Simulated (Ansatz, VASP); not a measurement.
## Two plane-wave programs on V

Contents of INCAR:

```
PREC = Accurate ; ENCUT = 520
EDIFF = 1E-6 ; ISMEAR = -1
SIGMA = 0.03 ; LREAL = F
LASPH = T ; NELM = 100
ALGO = Normal ; ISIF = 2
LWAVE = F ; LCHARG = F
GGA = PE ; NBANDS = 12
```

Contents of KPOINTS:

```
Automatic mesh
0
Gamma
  15 15 15
```

The input POSCAR:

```
V
1.0
   -1.4991761207      1.4991761207      1.4991761207
    1.4991761207     -1.4991761207      1.4991761207
    1.4991761207      1.4991761207     -1.4991761207
V
1
Direct
    0.0000000000      0.0000000000      0.0000000000
```

Input for Ansatz:

```yaml
crystal:
  lattice:
    - [-1.4991761207, 1.4991761207, 1.4991761207]
    - [1.4991761207, -1.4991761207, 1.4991761207]
    - [1.4991761207, 1.4991761207, -1.4991761207]
  atoms:
    - { symbol: V, position: [0.0, 0.0, 0.0] }
hamiltonian:
  xc: pbe
  pseudopotentials:
    kind: paw
    azcp:
      V: "pseudopotentials/V.paw.azcp"
basis:
  ecutwfc: 420
  fft_grid_basis: typed
kpoints:
  mp_grid: { grid: [15, 15, 15], shift: [0, 0, 0] }
magnetization:
  spin_polarized: false
scf:
  occupations: { method: fermi_dirac, width: 0.03 }
  lower_state_search: "off"
output:
  stress: true
  write_density: true
  write_potential: true
  elf: true
  volumetric_format: npy
```

Alike in both runs: task single point; functional PBE; k mesh 15 × 15 × 15; occupations fermi-dirac, width 0.03 eV; no spin polarisation.

|  | VASP | Ansatz |
| --- | --- | --- |
| version | VASP 6.6.1 | Ansatz 0.2.0 |
| potentials or method | VASP PAW PBE potentials, release 64 (V_sv) | plane waves (420 eV) with PAW, scalar-relativistic |
| plane-wave cutoff (eV) | 520 | 420 |
| valence electrons in the cell | 13 | 13 |

VASP gave:

```
pressure (GPa) : -0.3
```

Problem. What did Ansatz give for the same quantities?

Solution. Pressure (GPa): -0.6.

With one functional, cell and mesh, what is left measures potentials, basis and numerics.
